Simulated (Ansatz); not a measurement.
# Rh: the cost of one run

Method: DFT LDA, scalar-relativistic, plane waves, PAW, in Ansatz 0.2.0.

31 further runs of the same task are left out: 31 set aside as unsound or not needed.

## (1) The system as given

Symmetry: Fm-3m, No. 225, cubic system. The conventional cell has a = 3.754 Å, b = 3.754 Å, c = 3.754 Å, α = 90.00°, β = 90.00°, γ = 90.00°. Around Rh (site symmetry m-3m) lie 12 Rh at 2.65 Å.

Coordinates:

```cif
data_structure
_symmetry_space_group_name_H-M 'P 1'
_symmetry_Int_Tables_number 1
_cell_length_a 2.6545
_cell_length_b 2.6545
_cell_length_c 2.6545
_cell_angle_alpha 60.000
_cell_angle_beta 60.000
_cell_angle_gamma 60.000
_cell_volume 13.23
loop_
_atom_site_label
_atom_site_type_symbol
_atom_site_fract_x
_atom_site_fract_y
_atom_site_fract_z
_atom_site_occupancy
Rh1 Rh 0.00000 0.00000 0.00000 1
```

This cell was relaxed beforehand with the same method: volume 13.23 Å³/atom, gap on the mesh none (metal).

## (2) What is varied

The energy is mapped over volume and a fixed ferromagnetic moment.

- volume per atom: 7 values from 10.85 to 15.61 Å³
- total spin moment of the cell, held fixed: 9 values from 0.000 to 1.000 μB

Nothing else is relaxed (shape and fractional coordinates fixed). Points are written as (first, second).

## (3) Point (10.85 Å³, 0.125 μB)

File input.yaml:

```yaml
crystal:
  lattice:
    - [0.0, 1.7568979448, 1.7568979448]
    - [1.7568979448, 0.0, 1.7568979448]
    - [1.7568979448, 1.7568979448, 0.0]
  atoms:
    - { symbol: Rh, position: [0.0, 0.0, 0.0], spin: 0.125 }
basis:
  ecutwfc: 420
kpoints:
  mp_grid: { grid: [22, 22, 22] }
hamiltonian:
  xc: lda
  pseudopotentials: { kind: paw, azcp: { folder: soft_1 } }
scf:
  occupations: { method: gaussian, width: 0.15 }
  lower_state_search: "off"
output:
  forces: true
  stress: true
  eigenvalues: true
  populations: true
magnetization:
  spin_polarized: true
  initial_magnetization: 0.125
  spin_locking: { lock_magnetization: hard }
```

Run with:

```bash
$ ansatz run input.yaml --threads 1 --pin off --max-ram 2048MiB --backend cpu --events-out ev --progress --plain --runs-dir out
```

Q: Estimate wall time and peak memory on 1 thread of Arm Neoverse N1, shared host.

About 15 s, with a peak of 0.32 GiB.
